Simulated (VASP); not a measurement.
# BiS (R-3m) in VASP: further runs, part 2 of 2

VASP 6.6.1.

**4. Relaxation of the volume alone, PBE**

The input, INCAR:

```
SYSTEM = BiS
PREC = Accurate
ENCUT = 900
EDIFF = 1E-6
ISMEAR = -1
SIGMA = 0.05
LREAL = .False.
LASPH = .True.
NELM = 60
ALGO = Normal
ISIF = 7
LWAVE = .False.
LCHARG = .False.
GGA = PE
IBRION = 2
NSW = 40
EDIFFG = -0.01
KSPACING = 0.25
```

The input, POSCAR:

```
BiS
1.0
    2.1092708700      1.2177881000      3.5004874800
   -2.1092708700      1.2177881000      3.5004874800
    0.0000000000     -2.4355762100      3.5004874800
Bi S
1 1
Direct
    0.0000000000      0.0000000000      0.0000000000
    0.5000000000      0.5000000000      0.5000000000
```

Potentials or basis: VASP PAW PBE potentials, release 64 (Bi_d, S).

On the command line:

```
cat potpaw_PBE.64/Bi_d/POTCAR potpaw_PBE.64/S/POTCAR > POTCAR
mpirun -np 1 vasp_std > vasp.out
```

OUTCAR:

```text
SYSTEM = BiS
   PREC = Accurate
   ENCUT = 900
   EDIFF = 1E-6
   ISMEAR = -1
   LREAL = .False.
   LASPH = .True.
   NELM = 60
   ISIF = 7
   GGA = PE
   IBRION = 2
   NSW = 40
   EDIFFG = -0.01

 ion  position               nearest neighbor table
   1  0.000  0.000  0.000-   2 3.00   2 3.00   2 3.00   2 3.00   2 3.00   2 3.00
   2  0.500  0.500  0.500-   1 3.00   1 3.00   1 3.00   1 3.00   1 3.00   1 3.00

  LATTYP: Found a trigonal (rhomboedric) cell.
 ALAT       =     4.2644394775
 COS(alpha) =     0.5107049814

  Lattice vectors:

 A1 = (   2.1092708700,   1.2177881000,   3.5004874800)
 A2 = (  -2.1092708700,   1.2177881000,   3.5004874800)
 A3 = (   0.0000000000,  -2.4355762100,   3.5004874800)

Analysis of symmetry for initial positions (statically):
=====================================================================
 Subroutine PRICEL returns:
 Original cell was already a primitive cell.

 Routine SETGRP: Setting up the symmetry group for a
 trigonal (rhombohedral) supercell.

 Subroutine GETGRP returns: Found 12 space group operations
 (whereof 12 operations were pure point group operations)
 out of a pool of 12 trial point group operations.

The static configuration has the point symmetry D_3d.

Analysis of symmetry for dynamics (positions and initial velocities):
=====================================================================
 Subroutine PRICEL returns:
 Original cell was already a primitive cell.

[... 232 lines left out ...]
  ext. energy  EPLUGINS =         0.00000000
  ---------------------------------------------------
  free energy    TOTEN  =        -8.14688822 eV

  energy without entropy =       -8.13325085  energy(sigma->0) =       -8.14006954

 E-fermi :   6.9553     XC(G=0):  -9.8684

 val. band max:        6.9442018726   @ k =   0.5000   0.3750   0.2500
 cond. band min:       6.9627553765   @ k =   0.5000   0.1250   0.1250
 fundamental gap:      0.0185535039
 Fermi energy:         6.9552961156

 k-point     1 :       0.0000    0.0000    0.0000
  band No.  band energies     occupation
      1     -16.6347      2.00000
      2     -16.6321      2.00000
      3     -16.6321      2.00000
      4     -16.6227      2.00000
      5     -16.6227      2.00000
      6      -8.0878      2.00000
      7      -1.8894      2.00000
      8       3.5135      2.00000
      9       3.6409      2.00000
     10       3.6409      2.00000
     11       9.6612      0.00000
     12       9.6612      0.00000
     13       9.6856      0.00000
     14      12.1790      0.00000
[... 377 lines left out ...]
      1     -16.6330      2.00000
      2     -16.6297      2.00000
      3     -16.6292      2.00000
      4     -16.6198      2.00000
      5     -16.6162      2.00000
      6      -7.2006      2.00000
      7      -3.5193      2.00000
      8       2.7637      2.00000
      9       4.1293      2.00000
     10       4.7681      2.00000
     11       6.4065      1.99997
     12       7.1651      0.02966
     13       8.9378      0.00000
     14      12.6917      0.00000

 [... further k-points ...]

------------------------ aborting loop because EDIFF is reached ----------------------------------------

  FORCE on cell =-STRESS in cart. coord.  units (eV):
  Direction    XX          YY          ZZ          XY          YZ          ZX
  --------------------------------------------------------------------------------------
  -------------------------------------------------------------------------------------
  Total       -0.0721623     -0.0721623      0.1345102      0.0000000     -0.0000000      0.0000000
  in kB       -2.1925785     -2.1925785      4.0869568      0.0000000     -0.0000000      0.0000000
  external PRESSURE =      -0.0994000 kB  Pullay stress =       0.0000000 kB
[... 17 lines left out ...]
  FREE ENERGIE OF THE ION-ELECTRON SYSTEM (eV)
  ---------------------------------------------------
  free  energy   TOTEN  =        -8.1468882240 eV

  energy  without entropy=       -8.1332508499  energy(sigma->0) =       -8.14006954

 reached required accuracy - stopping structural energy minimisation
```

OSZICAR:

```text
N       E                     dE             d eps       ncg     rms          rms(c)
DAV:   1     0.196708294306E+03    0.19671E+03   -0.14308E+04  1820   0.231E+03
[... 25 lines left out ...]
DAV:   2    -0.815000216549E+01    0.16006E-01   -0.30369E-02  2204   0.291E+00    0.301E-01
DAV:   3    -0.814686715694E+01    0.31350E-02   -0.12933E-02  2292   0.180E+00    0.556E-02
DAV:   4    -0.814688757000E+01   -0.20413E-04   -0.30929E-04  1832   0.176E-01    0.273E-02
DAV:   5    -0.814688991433E+01   -0.23443E-05   -0.46978E-05  2446   0.837E-02    0.131E-02
DAV:   6    -0.814688659086E+01    0.33235E-05   -0.88090E-06  1910   0.297E-02    0.392E-03
DAV:   7    -0.814688772075E+01   -0.11299E-05   -0.15689E-06  1336   0.159E-02    0.148E-03
DAV:   8    -0.814688822402E+01   -0.50326E-06   -0.20379E-07   946   0.644E-03
   3 F= -.81468882E+01 E0= -.81400695E+01  d E =-.516610E-02
```

CONTCAR:

```text
BiS
   1.00000000000000
     2.0932749752692357    1.2085528659060603    3.4739411364114026
    -2.0932749752692357    1.2085528659060603    3.4739411364114026
     0.0000000000000000   -2.4171057417362842    3.4739411364114026
  Bi              S
     1     1
Direct
     0.0000000000000000    0.0000000000000000    0.0000000000000000
     0.5000000000000000    0.5000000000000000    0.5000000000000000

  0.00000000E+00  0.00000000E+00  0.00000000E+00
  0.00000000E+00  0.00000000E+00  0.00000000E+00
```

Wall time 2 min (1 thread of Intel Xeon 6975P-C (Granite Rapids), shared host); peak memory 0.35 GiB.

Results:

```
Free energy                            : -8.1469 eV
Relaxed volume                         : 26.37 Å³/atom
Relaxed cell                           : a = 4.232 Å, b = 4.232 Å, c = 4.232 Å, α = 59.29°, β = 59.29°, γ = 59.29°
Space group after relaxing (to 0.05 Å) : R-3m (No. 166)
Energy gained by relaxing              : 2.6 meV/atom
Ionic steps                            : 3
Pressure after relaxing                : 0.0 GPa
Band gap on the k mesh                 : none (metal or under the smearing width)
```

Step by step:
```tsv
step	energy change (eV)	largest force (eV/Å)	pressure (GPa)	volume (Å³)
1	0.0000	0.0000	-1.34	53.95
2	-0.0042	0.0000	0.61	52.21
3	-0.0052	0.0000	-0.01	52.73
```

Final structure:
```
CELL_PARAMETERS angstrom
2.09327 1.20855 3.47394
-2.09327 1.20855 3.47394
0.00000 -2.41711 3.47394
ATOMIC_POSITIONS crystal
Bi 0.00000 0.00000 0.00000
S 0.50000 0.50000 0.50000
```

Caveat: spin-orbit coupling is left out, which moves the levels of the heavy elements.

**5. Relaxation of cell and atoms, PBE**

The input, INCAR:

```
ALGO = Normal
EDIFF = 1E-6
EDIFFG = -0.01
ENCUT = 600
GGA = PE
IBRION = 2
ISIF = 3
ISMEAR = -1
LASPH = True
LCHARG = False
LREAL = False
LWAVE = False
NELM = 80
NSW = 60
PREC = Accurate
PSTRESS = 0
SIGMA = 0.05
```

The input, KPOINTS:

```
k-points
0
Gamma
  8 8 8
```

POSCAR is that of step 4.

Potentials or basis: VASP PAW PBE potentials, release 64 (Bi_d, S).

On the command line:

```
cat potpaw_PBE.64/Bi_d/POTCAR potpaw_PBE.64/S/POTCAR > POTCAR
mpirun -np 1 vasp_std > vasp.out
```

OUTCAR:

```text
EDIFF = 1E-6
   EDIFFG = -0.01
   ENCUT = 600
   GGA = PE
   IBRION = 2
   ISIF = 3
   ISMEAR = -1
   LASPH = True
   LREAL = False
   NELM = 80
   NSW = 60
   PREC = Accurate
   PSTRESS = 0

 ion  position               nearest neighbor table
   1  0.000  0.000  0.000-   2 3.00   2 3.00   2 3.00   2 3.00   2 3.00   2 3.00
   2  0.500  0.500  0.500-   1 3.00   1 3.00   1 3.00   1 3.00   1 3.00   1 3.00

  LATTYP: Found a trigonal (rhomboedric) cell.
 ALAT       =     4.2644394775
 COS(alpha) =     0.5107049814

  Lattice vectors:

 A1 = (   2.1092708700,   1.2177881000,   3.5004874800)
 A2 = (  -2.1092708700,   1.2177881000,   3.5004874800)
 A3 = (   0.0000000000,  -2.4355762100,   3.5004874800)

Analysis of symmetry for initial positions (statically):
=====================================================================
 Subroutine PRICEL returns:
 Original cell was already a primitive cell.

 Routine SETGRP: Setting up the symmetry group for a
 trigonal (rhombohedral) supercell.

 Subroutine GETGRP returns: Found 12 space group operations
 (whereof 12 operations were pure point group operations)
 out of a pool of 12 trial point group operations.

The static configuration has the point symmetry D_3d.

Analysis of symmetry for dynamics (positions and initial velocities):
=====================================================================
 Subroutine PRICEL returns:
 Original cell was already a primitive cell.

[... 281 lines left out ...]
     10       4.2462      2.00000
     11       9.9860      0.00000
     12       9.9860      0.00000
     13      10.1507      0.00000
     14      11.6343      0.00000
[... 379 lines left out ...]
      3     -16.4561      2.00000
      4     -16.4529      2.00000
      5     -16.4352      2.00000
      6      -7.0520      2.00000
      7      -3.3596      2.00000
      8       2.6949      2.00000
      9       4.5424      2.00000
     10       5.0235      2.00000
     11       6.8486      1.99772
     12       7.6554      0.00017
     13       8.8055      0.00000
     14      13.3105      0.00000

 [... further k-points ...]

[... ionic steps 4 to 11 ...]

--------------------------------------- Ionic step       12  -------------------------------------------

 number of electron      21.0000000 magnetization

------------------------ aborting loop because EDIFF is reached ----------------------------------------
[... 67 lines left out ...]
--------------------------------------- Ionic step       14  -------------------------------------------

 number of electron      21.0000000 magnetization

 Free energy of the ion-electron system (eV)
  ---------------------------------------------------
  ext. energy  EPLUGINS =         0.00000000
  ---------------------------------------------------
  free energy    TOTEN  =        -8.25535981 eV

  energy without entropy =       -8.24979069  energy(sigma->0) =       -8.25257525

 E-fermi :   7.4693     XC(G=0): -10.0975

 val. band max:        7.4145688121   @ k =   0.2500   0.2500   0.0000
 cond. band min:       7.4776523795   @ k =  -0.2500  -0.2500   0.1250
 fundamental gap:      0.0630835674
 Fermi energy:         7.4693378404

 k-point     1 :       0.0000    0.0000    0.0000
  band No.  band energies     occupation
      1     -16.2764      2.00000
      2     -16.2371      2.00000
      3     -16.2371      2.00000
      4     -16.2292      2.00000
      5     -16.2292      2.00000
      6      -7.7708      2.00000
      7      -1.7157      2.00000
      8       2.6738      2.00000
      9       4.9212      2.00000
     10       4.9212      2.00000
     11      10.5339      0.00000
     12      10.5339      0.00000
     13      10.7423      0.00000
     14      11.7749      0.00000
[... 420 lines left out ...]
  FREE ENERGIE OF THE ION-ELECTRON SYSTEM (eV)
  ---------------------------------------------------
  free  energy   TOTEN  =        -8.2553598140 eV

  energy  without entropy=       -8.2497906879  energy(sigma->0) =       -8.25257525

 reached required accuracy - stopping structural energy minimisation
```

CONTCAR:

```text
BiS
   1.00000000000000
     1.9160816729372137    1.1062502652737196    3.9682997108946125
    -1.9160816729372137    1.1062502652737196    3.9682997108946125
     0.0000000000000000   -2.2125005409565182    3.9682997113511465
  Bi              S
     1     1
Direct
     0.0000000000000000    0.0000000000000000    0.0000000000000000
     0.5000000000000000    0.5000000000000000    0.5000000000000000

  0.00000000E+00  0.00000000E+00  0.00000000E+00
  0.00000000E+00  0.00000000E+00  0.00000000E+00
```

Wall time 5.4 min (1 thread of Intel Xeon Platinum 8375C at 2.90GHz (Ice Lake), shared host); peak memory 0.25 GiB.

What came out:

```
Free energy                            : -8.2554 eV
Relaxed volume                         : 25.23 Å³/atom
Relaxed cell                           : a = 4.543 Å, b = 4.543 Å, c = 4.543 Å, α = 49.89°, β = 49.89°, γ = 49.89°
Space group after relaxing (to 0.05 Å) : R-3m (No. 166)
Energy gained by relaxing              : 56.8 meV/atom
Ionic steps                            : 14
Pressure after relaxing                : 0.0 GPa
Band gap on the k mesh                 : none (metal or under the smearing width)
```

The path:
```csv
step,energy change (eV),largest force (eV/Å),pressure (GPa),volume (Å³)
1,0.0000,0.0000,-1.35,53.95
2,-0.0049,0.0000,0.62,52.19
3,-0.0057,0.0000,0.05,52.66
4,-0.0068,0.0000,0.07,52.63
5,-0.0113,0.0000,0.09,52.54
6,-0.0256,0.0000,0.06,52.33
7,-0.0728,0.0000,-0.11,51.78
8,-0.1040,0.0000,-0.37,50.24
9,-0.1120,0.0000,-0.29,50.96
10,-0.1132,0.0000,-0.39,50.81
11,-0.1091,0.0000,1.12,49.44
12,-0.1136,0.0000,-0.03,50.49
13,-0.1136,0.0000,-0.03,50.48
14,-0.1136,0.0000,0.02,50.47
```

Final structure:
```xyz
2
Lattice="1.9161 1.1063 3.9683 -1.9161 1.1063 3.9683 0.0000 -2.2125 3.9683" Properties=species:S:1:pos:R:3 pbc="T T T"
Bi    0.0000    0.0000    0.0000
S     0.0000    0.0000    5.9524
```

Levels at points of the mesh, in eV from the Fermi level:
```csv
k point,band 8,band 9,band 10,band 11,band 12,band 13
"(0.00, 0.00, 0.00)",-4.80,-2.55,-2.55,3.06,3.06,3.27
"(0.50, 0.00, 0.00)",-3.54,-2.62,-2.61,-2.17,-0.44,0.05
"(0.50, 0.50, 0.00)",-6.65,-5.43,-3.90,2.37,2.76,3.20
"(0.50, 0.50, 0.50)",-2.20,-2.20,-1.11,-0.19,1.22,1.22
```

Caveat: spin-orbit coupling is left out, which moves the levels of the heavy elements.

**6. Overview**

```tsv
task	potentials or basis	k mesh	cutoff (eV)	k-point spacing	other keys	gap on the mesh (eV)	pressure (GPa)	relaxed volume (Å³/atom)
relaxation of cell and atoms	VASP PAW PBE potentials, release 54 (Bi_d, S)	8 × 8 × 8	900	-	-	none	0.0	25.24
relaxation of cell and atoms	VASP PAW PBE potentials, release 54 (Bi, S)	8 × 8 × 8	900	-	-	none	0.0	25.18
relaxation of the volume alone	VASP PAW PBE potentials, release 64 (Bi_d, S)	-	900	0.25	ISIF = 7; KSPACING = 0.25	none	0.0	26.37
relaxation of cell and atoms	VASP PAW PBE potentials, release 64 (Bi_d, S)	8 × 8 × 8	600	-	-	none	0.0	25.23
```

Alike in all rows: level PBE; no spin polarisation; cell relaxed; smearing fermi-dirac 0.05 eV.

Caveats: spin-orbit coupling is left out, which moves the levels of the heavy elements.

Absolute energies hang on the potentials; compare differences alone.
